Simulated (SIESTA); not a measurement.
**Mo under changes of volume**

One of the cells (15.892 Å³/atom); the others are scaled copies at fixed shape and fractional positions:

```
Mo
1.0
    -1.58381    1.58381    1.58381
     1.58381   -1.58381    1.58381
     1.58381    1.58381   -1.58381
Mo
1
Cartesian
  0.0000 0.0000 0.0000
```

| Item | Value |
| --- | --- |
| Program | SIESTA 5.4.2 |
| Functional | PBE |
| Potentials or basis | PseudoDojo 0.4 standard (PBE files) |
| Basis | TZDP (energy shift 0.01 Ry) |
| Grid cutoff | 800 Ry |
| Energy shift | 0.01 Ry |
| k mesh | 12 × 12 × 12 |
| Occupations | fermi-dirac, width 0.05 eV |
| Spin | no spin polarisation |

| volume (Å³/atom) | energy over the lowest point (meV/atom) | pressure (GPa) |
| --- | --- | --- |
| 14.938 | 31.80 | 14.7 |
| 15.256 | ? | ? |
| 15.574 | 0.00 | 1.9 |
| 15.892 | 2.05 | -3.9 |
| 16.209 | 14.61 | -8.7 |
| 16.527 | 36.47 | -13.2 |
| 16.845 | 66.74 | -17.0 |

Question: What does the run at 15.256 Å³/atom give?

Answer: Energy over the lowest point 9.52 meV/atom; pressure 7.8 GPa.

Worked out: A Birch-Murnaghan fit of order 3 (a polynomial in V^(-2/3)) to the other rows has its minimum at 15.67 Å³/atom with B0 = V·E''(V) = 278 GPa and B' = 4.3. It gives 9.43 meV/atom at 15.256 Å³/atom, against the run's 9.52, and -dE/dV = 7.9 GPa, against 7.8.

Energies are extrapolated to zero smearing.

Caveats: semicore shells carry a single zeta, which can move pressures by several GPa and volumes by a few percent; the basis of atomic orbitals isn't converged, which shifts pressures, moduli and gaps.
